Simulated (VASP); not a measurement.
Er, 1 atom in the cell. Symmetry: Im-3m, No. 229, cubic system. Conventional cell: a = 3.956 Å, b = 3.956 Å, c = 3.956 Å, α = 90.00°, β = 90.00°, γ = 90.00°. Around Er (site symmetry m-3m) lie 8 Er at 3.43 Å. This isn't the form of Er at room conditions, which is hcp.

| Quantity | Value |
| --- | --- |
| Program | VASP 6.6.1 |
| Task | single point |
| Functional | PBE |
| Potentials or basis | VASP PAW PBE potentials, release 64 (Er) |
| Cutoff | 500 eV |
| k mesh | 9 × 9 × 9 |
| Occupations | gaussian, width 0.05 eV |
| Spin | collinear spin, ferromagnetic start |
| Starting moments | [3.0] μB |
| Further INCAR settings | ALGO = Normal; EDIFF = 1.00e-07 |

Potentials or basis: VASP PAW PBE potentials, release 64 (Er).

Launch:

```bash
$ python run.py
```

Hardware: 1 thread of AMD EPYC 9R45 (Zen 5) (shared host).

Estimate the wall time of this run.

Run time: 75 s on 1 thread of AMD EPYC 9R45 (Zen 5) (shared host), peak memory 0.16 GiB. Counts: scf iterations 28, k points 35.
